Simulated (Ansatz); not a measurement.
# ZrS2 (P-3m1) in Ansatz: notebook

Aim: see how the results for ZrS2 move with the level of theory and the settings. Levels: revPBE, BLYP. Tasks: projected density of states.

All numbers are computed with Ansatz 0.2.0; they aren't measurements. Logs are shortened: lines on timing, memory, paths and dates and some standing lists are left out, and cuts for length are marked.

### 1 The structure

It takes space group P-3m1 (No. 164, trigonal). Conventional cell: a = 3.691 Å, b = 3.691 Å, c = 6.041 Å, α = 90.00°, β = 90.00°, γ = 120.00°. Zr (site symmetry -3m) has 6 S at 2.57 Å as nearest neighbours. S (site symmetry 3m) is surrounded by 3 Zr at 2.57 Å.

The cell is a database's computed one.

### 2 Projected density of states, revPBE

input.yaml reads:

```yaml
crystal:
  lattice:
    - [3.6913825498, 0.0, 0.0]
    - [-1.8456912749, 3.1968310632, 0.0]
    - [0.0, 0.0, 6.04107701]
  atoms:
    - { symbol: Zr, position: [0.0, 0.0, 0.0] }
    - { symbol: S, position: [0.3333333333, 0.6666666667, 0.23790997] }
    - { symbol: S, position: [0.6666666667, 0.3333333333, 0.76209003] }
hamiltonian:
  xc: revpbe
  pseudopotentials: { kind: paw }
kpoints:
  mp_grid: { grid: [5, 5, 3] }
scf:
  occupations: { method: fermi_dirac, width: 0.05 }
  n_extra_bands: 7
output:
  forces: true
  stress: true
  eigenvalues: true
  dos: { projected: true, de: 0.05, nscf_kmesh: { grid: [8, 8, 5] } }
```

Potentials or basis: Ansatz PAW.

Run with:

```bash
ansatz run input.yaml --threads 2 --pin off --max-ram 5632MiB --backend cpu --events-out ev --progress --plain --runs-dir out
```

What it wrote:

```text
Warning: RAYON_NUM_THREADS=2 ignored (pool sized by the plan → 2); use --threads N
scf.n_extra_bands = 7 over 12 filled bands (N_el = 24.0): the run solves 19 bands
Engine: ansatz 0.2.0, aarch64-unknown-linux-gnu
Pseudopotentials: kind: paw
Pseudopotential: Zr, paw, valence charge 12, recommended cutoff 420 eV (normal), Zr.paw.azcp
Pseudopotential: S, paw, valence charge 6, recommended cutoff 420 eV (normal), S.paw.azcp
Functional definition: revPBE
  parameter kappa = 1.245
  parameter beta = 0.06672455060314922
  exchange = pbe_x(kappa = kappa, mu = beta*pi^2/3)
  correlation = pbe_c(beta = beta)
Crystal: 3 atoms, lattice volume = 71.289 Å³
Basis set: ecut = 420 eV, 1389 PW (Γ), exchange–correlation on 50×50×90 points (8 copies of the dense FFT grid, shifted against one another)
Bands: 19, of which v1, the nominal top of the filled ones, is band 12 counted from 1 (11 counted from 0)
Symmetry: 12 space group operations
Space group: P-3m1 (ITA 164), of the structure as read, at distance tolerance 4.1e-5 Å
k-points: 12 of 75
Non-local potential: Zr, projectors of the file, l = 0: 3, l = 1: 2, l = 2: 2, l = 3: 2
Non-local potential: S, projectors of the file, l = 0: 2, l = 1: 2, l = 2: 2
PAW form: soft (Blöchl's): semilocal exchange-correlation on the pseudo side does not see the compensation charge
PAW frozen core: Zr, regenerated for the run's functional, and the local potential with it (the file was generated under x = pbe(κ = 0.804, μ = 0.2195149727645171), c = pbe(β = 0.06672455060314922))
PAW frozen core: S, regenerated for the run's functional, and the local potential with it (the file was generated under x = pbe(κ = 0.804, μ = 0.2195149727645171), c = pbe(β = 0.06672455060314922))
PAW one-centre angular grid: Zr, 590 points (default); XC on 64 Gauss nodes
PAW one-centre angular grid: S, 110 points (default); XC on 64 Gauss nodes
Initial density: superposition of atomic densities (neutral atoms: chi_scale 0, normalization atom), corrected by the library's trained network
Initial wavefunctions: pseudopotential atomic-orbital guess
Functional: x = revpbe(κ = 1.245, μ = 0.2195149727645171), c = pbe(β = 0.06672455060314922)
SCF iter   1: F=—  HF=-6002.451559 eV  |F-HF|=—  |Δ(HF+E_count)|=         —  Δρ=1.91e-3  dr2=2.92e-3  ethr=1.77e-3  ⟨swp⟩=5.9  Hψ=1284  notcnv=0
preconditioner: auto → Resta (q_TF=auto, 2.276 Å⁻¹)  ε∞=4.5  [insulator: Δε(μ)=1.208 eV  Ē_g=9.412 eV  σ=0.050 eV  W_gap=1.00  n_scr=22 (ndim 8)  ℏωp=17.6 eV  f_vac=0.029  D(μ)=0.00/eV (n_scr^D=0)  ε∞_Penn≈4.5]
SCF iter   2: F=—  HF=-6002.451089 eV  |F-HF|=—  |Δ(HF+E_count)|=   4.70e-4  Δρ=1.10e-3  dr2=1.14e-3  ethr=1.22e-5  ⟨swp⟩=1.5  Hψ=353  notcnv=0  defer=7
SCF iter   3: F=—  HF=-6002.451592 eV  |F-HF|=—  |Δ(HF+E_count)|=   5.02e-4  Δρ=4.95e-4  dr2=3.68e-4  ethr=4.75e-6  ⟨swp⟩=2.0  Hψ=291  notcnv=0  defer=7
SCF iter   4: F=—  HF=-6002.451569 eV  |F-HF|=—  |Δ(HF+E_count)|=   2.31e-5  Δρ=1.59e-4  dr2=2.32e-5  ethr=1.53e-6  ⟨swp⟩=2.0  Hψ=298  notcnv=0  defer=7
SCF iter   5: F=—  HF=-6002.451600 eV  |F-HF|=—  |Δ(HF+E_count)|=   3.13e-5  Δρ=7.12e-5  dr2=1.33e-5  ethr=9.68e-8  ⟨swp⟩=2.0  Hψ=303  notcnv=0  defer=7
SCF iter   6: F=—  HF=-6002.451599 eV  |F-HF|=—  |Δ(HF+E_count)|=   8.99e-7  Δρ=2.42e-5  dr2=1.51e-6  ethr=5.53e-8  ⟨swp⟩=2.1  Hψ=273  notcnv=0  defer=7
SCF iter   7: F=-6002.451600 eV  HF=-6002.451600 eV  |F-HF|=4.54e-8  |Δ(HF+E_count)|=   5.66e-7  Δρ=3.28e-6  dr2=1.81e-8  ethr=4.17e-10  ⟨swp⟩=7.5  Hψ=1088  notcnv=0
SCF 1 converged in 7 iterations: F = -6002.451600 eV  dr2 = 1.81e-8
NSCF: frozen V_eff on 40 k-points
SCF converged after 7 iterations
Free energy (F): -6002.451600 eV
Harris-Foulkes:  -6002.451600 eV  (|F-HF|=4.54e-8)
Internal energy: -6002.451598 eV  (E = F + TS)
E sigma→0 (E₀):  -6002.451599 eV
Entropy (-TS):   -0.000001 eV (-0.000 meV/atom)
Fermi energy:    7.033065 eV
--- Per-component energies (eV) ---
  E_band       = -177.380657
  E_kinetic    = 546.272686
  E_local      = -1384.333431  (includes V_loc(G=0)·N_el)
  E_nonlocal   = 133.204760
  E_hartree    = 491.140313
  E_xc         = -357.338567
  E_vxc        = -366.722788  (∫ρ·V_xc dr)
  E_paw        = -4163.003197  (= ΣΔE_a)
  E_vpaw       = -88.079742  (= ΣTr[D̂ρ^β])
  E_aug_tail   = 0.000027  (compensation charges beyond the density's cutoff)
  E_ewald      = -1268.283280
  E_core_change = -0.110910  (= ΣΔE_core)
  E_smearing   = -0.000001  (= −TS)
  E_closure    = -0.000000  (closes the sum)
  Σ components = -6002.451600   (vs F -6002.451600, Δ=0.00e0)
--- Forces (eV/Å), atoms counted from 1 ---
  atom   1  Zr     0.00000000     0.00000000     0.00000000
  atom   2  S      0.00000000    -0.00000000     0.08529588
  atom   3  S      0.00000000     0.00000000    -0.08529588
  max |Σ_I F_I| component: 1.85e-17 eV/Å
--- Stress (GPa, compression-positive) ---
        1.926501       0.000000       0.000000
        0.000000       1.926501       0.000000
        0.000000       0.000000       2.640737
  P = ⅓ Tr σ = 2.1646 GPa (21.646 kbar)
--- Band table (eV; the first three rows and the last of 12) ---
  k-point 0: bands = ["-42.5189", "-20.5775", "-20.4235", "-20.4235", "-6.0532", "-4.6652", "2.3387", "3.7339", "3.7339", "6.4139", "6.4139", "6.4580", "8.1128", "8.1128", "8.9670", "11.5066", "11.5066", "12.4542", "12.4761"]
  k-point 1: bands = ["-42.5189", "-20.5778", "-20.4235", "-20.4235", "-5.9246", "-4.8666", "2.9147", "3.7540", "3.7540", "5.3930", "6.3418", "6.3418", "8.0943", "8.0943", "9.2324", "11.7130", "11.7130", "12.7164", "13.5455"]
  k-point 2: bands = ["-42.5129", "-20.5594", "-20.5090", "-20.4419", "-5.6838", "-4.7554", "2.8312", "3.4843", "3.9415", "4.6415", "5.7010", "6.3695", "8.1233", "8.9906", "9.3729", "11.1716", "11.4829", "13.7842", "14.3909"]
  k-point 11: bands = ["-42.5003", "-20.6370", "-20.5307", "-20.5197", "-4.9938", "-4.7074", "2.6333", "3.2588", "4.1065", "4.3738", "4.6435", "5.2507", "8.4120", "9.6357", "9.7122", "11.4755", "12.4901", "13.9236", "14.9148"]
```

pdos.tsv:

```text
# format = ansatz-pdos/7
# g_bin_mean(E): the states in a bin one row spacing wide, centred on E, divided by that spacing. States that the method places at a single energy (under output.dos.method: tetrahedron, those of a tetrahedron whose four corners have one energy) are counted whole in the row whose bin holds that energy (on the edge of two bins, in the lower row). The sum of g_bin_mean over a run of rows, times the row spacing, is the number of states from half a spacing under the first of them to half a spacing over the last (a plain sum, not the trapezoid rule).
[... 4610 lines left out ...]
1.290106	2.690074e0	9.417115e-1	4.502689e-1	4.502689e-1	4.239124e-1	4.239124e-1
1.340106	2.462192e0	9.155245e-1	3.915728e-1	3.915728e-1	3.817608e-1	3.817608e-1
1.390106	1.950804e0	7.815142e-1	2.941658e-1	2.94165
```

It took 1.8 s on 2 threads of Arm Neoverse V1, shared host; peak memory 0.31 GiB.

What came out:

* Free energy: -6002.4516 eV
* Pressure: 2.2 GPa
* Largest force: 0.085 eV/Å
* Band gap on the k mesh: 1.19 eV, indirect (least direct gap 1.65 eV)

Forces on the atoms (eV/Å):
```
Zr   0.000  0.000  0.000
S    0.000  0.000  0.085
S    0.000  0.000 -0.085
```

States per cell in windows of 1 eV (zero at the valence-band top; states under -8 eV left out):
```
from (eV)  total  S 3p  Zr 4d  Zr 5s  S 3s  Zr 4p  Zr 4s
     -8.0   0.00  0.00   0.00   0.00  0.00   0.00   0.00
     -7.0   0.00  0.00   0.00   0.00  0.00   0.00   0.00
     -6.0   0.00  0.00   0.00   0.00  0.00   0.00   0.00
     -5.0   0.27  0.17   0.06   0.03  0.00   0.00   0.00
     -4.0   3.16  2.19   0.71   0.13  0.07   0.02   0.01
     -3.0   4.11  2.82   1.09   0.05  0.08   0.02   0.00
     -2.0   2.87  2.39   0.35   0.02  0.05   0.02   0.00
     -1.0   1.58  1.45   0.09   0.00  0.01   0.01   0.00
      0.0   0.00  0.00   0.00   0.00  0.00   0.00   0.00
      1.0   1.80  0.32   1.38   0.03  0.02   0.00   0.00
      2.0   1.76  0.36   1.33   0.01  0.01   0.00   0.00
      3.0   2.44  0.34   2.01   0.05  0.01   0.00   0.00
      4.0   1.74  0.54   0.93   0.01  0.07   0.00   0.00
      5.0   2.14  0.63   1.12   0.01  0.14   0.00   0.00
      6.0   0.52  0.05   0.09   0.04  0.04   0.00   0.00
      7.0   2.07  0.14   0.06   0.33  0.07   0.00   0.01
```

Caveat: odd divisions of the mesh miss points on the zone boundary, where band edges often lie, so the gap on the mesh can be too wide; this functional lacks dispersion, which binds the layers, so the pressure and a relaxed spacing across them are unreliable; the PAW data sets come from PBE, with cores solved anew for the run's functional, which leaves a small shift of forces and pressure; the density of states is complete only up to the lowest level of the last band computed.

### 3 Projected density of states, BLYP

input.yaml: that of step 2 with these lines changed.

```diff
@@ -10,3 +10,3 @@
 hamiltonian:
-  xc: revpbe
+  xc: blyp
   pseudopotentials: { kind: paw }
@@ -22 +22,5 @@
   dos: { projected: true, de: 0.05, nscf_kmesh: { grid: [8, 8, 5] } }
+  write_density: true
+  write_potential: true
+  elf: true
+  volumetric_format: npy
```

Potentials or basis: Ansatz PAW.

Run with:

```bash
ansatz run input.yaml --threads 2 --pin off --max-ram 5632MiB --backend cpu --events-out ev --progress --plain --runs-dir out
```

It took 2 s on 2 threads of Arm Neoverse V1, shared host; peak memory 0.31 GiB.

The run converged. Its results:

| Item | Value |
| --- | --- |
| Free energy | -6014.6180 eV |
| Pressure | 4.3 GPa |
| Largest force | 0.262 eV/Å |
| Band gap on the k mesh | 1.18 eV, indirect (least direct gap 1.62 eV) |

Forces in eV/Å, atoms in the order of the input:
```
Zr   0.000  0.000  0.000
S    0.000  0.000  0.262
S    0.000  0.000 -0.262
```

Stress tensor (GPa, compression positive):
```
4.62 0.00 0.00
0.00 4.62 0.00
0.00 0.00 3.68
```

Levels at points of the mesh, in eV from the valence-band top:
| k point | band 8 | band 9 | band 10 | band 11 | band 12 | band 13 | band 14 | band 15 | band 16 | band 17 |
| --- | --- | --- | --- | --- | --- | --- | --- | --- | --- | --- |
| (0.00, 0.00, 0.00) | -2.71 | -2.71 | -0.04 | -0.04 | 0.00 | 1.62 | 1.62 | 2.45 | 5.00 | 5.00 |

States per cell in windows of 0.5 eV (zero at the valence-band top; states under -8 eV left out):
| from (eV) | total | S 3p | Zr 4d | Zr 5s | S 3s | Zr 4p | Zr 4s |
| --- | --- | --- | --- | --- | --- | --- | --- |
| -8.0 | 0.00 | 0.00 | 0.00 | 0.00 | 0.00 | 0.00 | 0.00 |
| -7.5 | 0.00 | 0.00 | 0.00 | 0.00 | 0.00 | 0.00 | 0.00 |
| -7.0 | 0.00 | 0.00 | 0.00 | 0.00 | 0.00 | 0.00 | 0.00 |
| -6.5 | 0.00 | 0.00 | 0.00 | 0.00 | 0.00 | 0.00 | 0.00 |
| -6.0 | 0.00 | 0.00 | 0.00 | 0.00 | 0.00 | 0.00 | 0.00 |
| -5.5 | 0.00 | 0.00 | 0.00 | 0.00 | 0.00 | 0.00 | 0.00 |
| -5.0 | 0.00 | 0.00 | 0.00 | 0.00 | 0.00 | 0.00 | 0.00 |
| -4.5 | 0.16 | 0.10 | 0.04 | 0.02 | 0.00 | 0.00 | 0.00 |
| -4.0 | 1.32 | 0.88 | 0.31 | 0.09 | 0.02 | 0.00 | 0.01 |
| -3.5 | 1.64 | 1.18 | 0.36 | 0.04 | 0.03 | 0.01 | 0.00 |
| -3.0 | 1.88 | 1.25 | 0.53 | 0.04 | 0.03 | 0.01 | 0.00 |
| -2.5 | 2.35 | 1.65 | 0.59 | 0.02 | 0.05 | 0.01 | 0.00 |
| -2.0 | 1.24 | 0.96 | 0.22 | 0.01 | 0.04 | 0.01 | 0.00 |
| -1.5 | 1.74 | 1.50 | 0.17 | 0.01 | 0.02 | 0.01 | 0.00 |
| -1.0 | 1.20 | 1.09 | 0.08 | 0.00 | 0.01 | 0.01 | 0.00 |
| -0.5 | 0.46 | 0.43 | 0.02 | 0.00 | 0.00 | 0.00 | 0.00 |
| 0.0 | 0.00 | 0.00 | 0.00 | 0.00 | 0.00 | 0.00 | 0.00 |
| 0.5 | 0.00 | 0.00 | 0.00 | 0.00 | 0.00 | 0.00 | 0.00 |
| 1.0 | 0.40 | 0.08 | 0.29 | 0.01 | 0.01 | 0.00 | 0.00 |
| 1.5 | 1.44 | 0.24 | 1.12 | 0.02 | 0.01 | 0.00 | 0.00 |
| 2.0 | 0.66 | 0.12 | 0.52 | 0.00 | 0.00 | 0.00 | 0.00 |
| 2.5 | 1.23 | 0.27 | 0.92 | 0.01 | 0.00 | 0.00 | 0.00 |
| 3.0 | 2.27 | 0.31 | 1.88 | 0.05 | 0.01 | 0.00 | 0.00 |
| 3.5 | 0.00 | 0.00 | 0.00 | 0.00 | 0.00 | 0.00 | 0.00 |
| 4.0 | 0.07 | 0.02 | 0.04 | 0.00 | 0.01 | 0.00 | 0.00 |
| 4.5 | 1.87 | 0.59 | 1.01 | 0.01 | 0.07 | 0.00 | 0.00 |
| 5.0 | 1.06 | 0.35 | 0.58 | 0.00 | 0.05 | 0.00 | 0.00 |
| 5.5 | 0.94 | 0.23 | 0.48 | 0.01 | 0.09 | 0.00 | 0.00 |
| 6.0 | 0.09 | 0.01 | 0.03 | 0.01 | 0.01 | 0.00 | 0.00 |
| 6.5 | 0.31 | 0.02 | 0.02 | 0.03 | 0.02 | 0.00 | 0.00 |
| 7.0 | 0.61 | 0.03 | 0.02 | 0.08 | 0.02 | 0.00 | 0.00 |
| 7.5 | 1.50 | 0.10 | 0.04 | 0.26 | 0.05 | 0.00 | 0.00 |

Caveat: odd divisions of the mesh miss points on the zone boundary, where band edges often lie, so the gap on the mesh can be too wide; this functional lacks dispersion, which binds the layers, so the pressure and a relaxed spacing across them are unreliable; the PAW data sets come from PBE, with cores solved anew for the run's functional, which leaves a small shift of forces and pressure; the density of states is complete only up to the lowest level of the last band computed.

### 4 Against experiment

Step 2. The gap isn't set beside the measured one, since this odd mesh misses points on the zone boundary.

Step 3. The gap isn't set beside the measured one, since this odd mesh misses points on the zone boundary.
